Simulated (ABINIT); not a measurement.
Runs of ABINIT 10.8.3 (patched build) on SnSe2. Symmetry: P-3m1, No. 164, trigonal system. The conventional cell has a = 3.811 Å, b = 3.811 Å, c = 6.136 Å, α = 90.00°, β = 90.00°, γ = 120.00°. Around Sn (site symmetry -3m) lie 6 Se at 2.68 Å. Around Se (site symmetry 3m) lie 3 Sn at 2.68 Å. 

| task | level | potentials or basis | k mesh | cutoff (eV) | smearing | fine-grid cutoff | mesh quality | gap on the mesh (eV) | pressure (GPa) | largest force (eV/Å) |
| --- | --- | --- | --- | --- | --- | --- | --- | --- | --- | --- |
| band structure | LDA-PZ | JTH PAW LDA v2.0 sp | 8 × 8 × 5 | 408 | fermi-dirac 0.05 eV | 816.342 eV | not flagged | (b) | 1.1 | 0.53 |
| Berry-phase polarisation | PBEsol | PseudoDojo NC SR PBEsol v0.4.1 standard | 6 × 6 × 4 | 1061 | fixed | - | not flagged | - | 2.4 | 0.62 |
| single point | LDA | JTH PAW LDA v2.0 | 5 × 5 × 3 | 408 | fermi-dirac 0.05 eV | 816.342 eV | not flagged | 0.65 | - | 0.43 |
| single point | LDA | JTH PAW LDA v2.0 | 3 × 3 × 2 | 408 | fermi-dirac 0.05 eV | 816.342 eV | coarse | 0.85 | - | 0.37 |
| single point | LDA | JTH PAW LDA v2.0 | 10 × 10 × 6 | 408 | fermi-dirac 0.05 eV | 816.342 eV | not flagged | 0.59 | - | 0.48 |
| band structure | LDA | JTH PAW LDA v2.0 | 8 × 8 × 5 | 408 | fermi-dirac 0.05 eV | 816.342 eV | not flagged | 0.67 | - | 0.48 |
| band structure | TB-mBJ | JTH PAW LDA v2.0 | 6 × 6 × 4 | 707 | fermi-dirac 0.05 eV | 1306.15 eV | not flagged | (c) | - | - |
| band structure | LDA-VWN | JTH PAW LDA v2.0 | 8 × 8 × 5 | 408 | fermi-dirac 0.05 eV | 816.342 eV | not flagged | 0.67 | - | 0.48 |
| single point | PBE | JTH PAW PBE v2.0 | 8 × 8 × 5 | 599 | fermi-dirac 0.05 eV | 1197.3 eV | not flagged | 0.81 | 5.5 | 0.79 |
| band structure | PBEsol | JTH PAW PBE v2.0 sp | 8 × 8 × 5 | 408 | fermi-dirac 0.05 eV | 816.342 eV | not flagged | (a) | - | 0.66 |
| band structure | WC | JTH PAW PBE v2.0 sp | 8 × 8 × 5 | 408 | fermi-dirac 0.05 eV | 816.342 eV | not flagged | 0.70 | - | 0.70 |
| single point | PBEsol | PseudoDojo NC SR PBEsol v0.4.1 standard | 6 × 6 × 4 | 1061 | fermi-dirac 0.05 eV | - | not flagged | 0.72 | 2.4 | 0.62 |

Alike in all rows: no spin polarisation; cell as given.

Q: Estimate the missing entries.

A: (a) 0.71; (b) 0.64; (c) 1.35.

Caveats: some runs use coarse meshes; spin-orbit coupling is left out, which moves the levels of the heavy elements (some runs); an odd mesh through Γ misses points on the zone boundary, where band edges often lie (some runs); this functional lacks dispersion, which binds the layers, so the pressure and a relaxed spacing across them are unreliable (some runs); this set keeps more shells in the core, which shifts pressures and gaps (some runs); the PAW data sets were made with another functional, which shifts forces and pressure a little (some runs); the constant c of TB-mBJ comes from the pseudo density here, which moves gaps by up to 0.3 eV between sets of potentials (some runs).

A k mesh can miss the band edges, and the runs leave out spin-orbit coupling on Se, Sn.

Not every run made on this cell is shown here.
